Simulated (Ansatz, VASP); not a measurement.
**Cu in VASP and in Ansatz**

```
Cu
1.0
     2.52797    0.00000    0.00000
    -1.26398    2.18928    0.00000
     0.00000    0.00000    8.27292
Cu
4
Direct
  0.00000 0.00000 0.00000
  0.33333 0.66667 0.25000
  0.00000 0.00000 0.50000
  0.66667 0.33333 0.75000
```

Alike in both runs: functional PBE; k mesh 18 × 18 × 6; occupations fermi-dirac, width 0.15 eV; no spin polarisation.

Ansatz relaxed the structure, and its values are those at the end. VASP's run is a single point on that final structure, the one shown.

|  | VASP | Ansatz |
| --- | --- | --- |
| version | VASP 6.6.1 | Ansatz 0.2.0 |
| potentials or method | VASP PAW PBE potentials, release 64 (Cu) | scalar-relativistic, plane waves, PAW |
| plane-wave cutoff (eV) | 520 | 420 |
| valence electrons in the cell | 44 | 76 |

|  | VASP | Ansatz | Ansatz less VASP |
| --- | --- | --- | --- |
| gap on the k mesh at the Fermi level (eV) | none | none | - |
| pressure (GPa) | 7.7 | 7.0 | -0.71 |

A gap of «none» marks a metal or a gap that the smearing closes. With one functional, cell and mesh, what is left measures potentials, basis and numerics. The two sets of potentials don't hold the same shells in valence.
